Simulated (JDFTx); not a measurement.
The system is In.

```
CELL_PARAMETERS angstrom
-1.88253 1.88253 1.88253
1.88253 -1.88253 1.88253
1.88253 1.88253 -1.88253
ATOMIC_POSITIONS crystal
In 0.00000 0.00000 0.00000
```

This isn't the form of In at room conditions, which is tetragonal.

| Item | Value |
| --- | --- |
| Program | JDFTx 1.7.0 (patched build) |
| Task | relaxation of cell and atoms |
| Functional | SCAN |
| Potentials or basis | SG15-PBE-1.2 with smoothed tails |
| Cutoff | 1088 eV |
| Density cutoff | 4354 eV |
| k mesh | 5 × 5 × 5 |
| Occupations | fermi-dirac, width 0.05 eV |
| Spin | no spin polarisation |

At the start: pressure -2.1 GPa; volume 26.69 Å³/atom.

Task: How do energy, volume and symmetry change on relaxing?

Result: Over 5 steps the energy falls by 9.9 meV/atom and the volume is 25.25 Å³/atom (-5.4 %); space group Im-3m (No. 229, to 0.05 Å).

The path:
```csv
step,energy change (eV),largest force (eV/Å),pressure (GPa),volume (Å³)
1,0.0000,0.0000,-2.10,26.69
2,-0.0028,0.0000,-1.81,26.46
3,-0.0099,0.0000,0.08,25.20
4,-0.0099,0.0000,0.01,25.24
5,-0.0099,0.0000,0.00,25.25
```

Final structure:
```cif
data_structure
_symmetry_space_group_name_H-M 'P 1'
_symmetry_Int_Tables_number 1
_cell_length_a 3.2010
_cell_length_b 3.2010
_cell_length_c 3.2010
_cell_angle_alpha 109.471
_cell_angle_beta 109.471
_cell_angle_gamma 109.471
_cell_volume 25.25
loop_
_atom_site_label
_atom_site_type_symbol
_atom_site_fract_x
_atom_site_fract_y
_atom_site_fract_z
_atom_site_occupancy
In1 In 0.00000 0.00000 0.00000 1
```

Caveat: the k mesh is coarse (spacing up to 0.47 Å⁻¹), so the values aren't converged; meta-GGA forces are noisy on this grid; the potentials were made for another functional, which shifts forces and pressure.
